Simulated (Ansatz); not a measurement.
Method: DFT PBEsol, scalar-relativistic, plane waves, PAW (Ansatz).

Structure of Se:

```xyz
3
Lattice="4.0415 0.0000 0.0000 -2.0208 3.5001 0.0000 0.0000 0.0000 5.1179" Properties=species:S:1:pos:R:3 pbc="T T T"
Se    1.0049    0.0000    1.7060
Se   -0.5024    0.8703    3.4119
Se    1.5183    2.6298    0.0000
```

Plane waves to 420 eV, a k mesh through Γ of 12×12×8 on the computed 3-atom cell and Gaussian smearing (0.02 eV); no spin polarisation.

Levels along Γ–M–K–Γ–A–L–H–A | L–M | H–K, in eV from a zero inside the gap, sorted by energy at each point. Points in fractions of the primitive reciprocal vectors: Γ (0.000 0.000 0.000), M (0.500 0.000 0.000), K (0.333 0.333 0.000), A (0.000 0.000 0.500), L (0.500 0.000 0.500), H (0.333 0.333 0.500).
```
point k (1/Å, with 2π) band 21  band 22  band 23  band 24  band 25  band 26  band 27
    Γ             0.000    -3.69    -2.14    -2.14    -0.79     1.21     1.21     1.79
    -             0.449    -4.05    -2.05    -1.59    -1.10     1.16     1.34     2.28
    M             0.898    -4.10    -3.88    -1.72    -1.22     1.18     1.42     4.03
    -             1.157    -3.90    -3.76    -2.40    -2.09     1.94     2.45     3.84
    K             1.416    -3.54    -3.54    -3.31    -2.75     3.03     3.03     3.53
    -             1.934    -3.75    -2.29    -1.79    -1.63     1.69     1.75     2.30
    Γ             2.452    -3.69    -2.14    -2.14    -0.79     1.21     1.21     1.79
    -             2.759    -3.26    -2.09    -1.85    -1.01     0.82     0.89     1.22
    A             3.066    -3.36    -1.64    -1.59    -1.59     0.64     0.64     0.66
    -             3.515    -3.99    -2.33    -2.07    -1.49     1.30     1.90     2.39
    L             3.964    -4.53    -2.72    -2.23    -0.32     1.05     2.26     2.73
    -             4.223    -5.26    -1.74    -1.60    -0.23     0.87     2.05     2.39
    H             4.482    -5.82    -1.40    -0.23    -0.23     0.23     1.95     1.95
    -             5.000    -4.48    -2.11    -1.84    -1.20     0.97     2.20     2.52
    A             5.518    -3.36    -1.64    -1.59    -1.59     0.64     0.64     0.66
    L             5.518    -4.53    -2.72    -2.23    -0.32     1.05     2.26     2.73
    -             5.825    -4.24    -2.46    -2.19    -1.52     1.33     2.19     3.09
    M             6.132    -4.10    -3.88    -1.72    -1.22     1.18     1.42     4.03
    H             6.132    -5.82    -1.40    -0.23    -0.23     0.23     1.95     1.95
    -             6.439    -4.73    -3.09    -1.79    -1.12     1.92     2.75     2.81
    K             6.746    -3.54    -3.54    -3.31    -2.75     3.03     3.03     3.53
```

Cost: 1 run of about 2 core-minutes, on Intel Xeon Platinum 8259CL (Skylake/Cascade Lake) (shared hosts).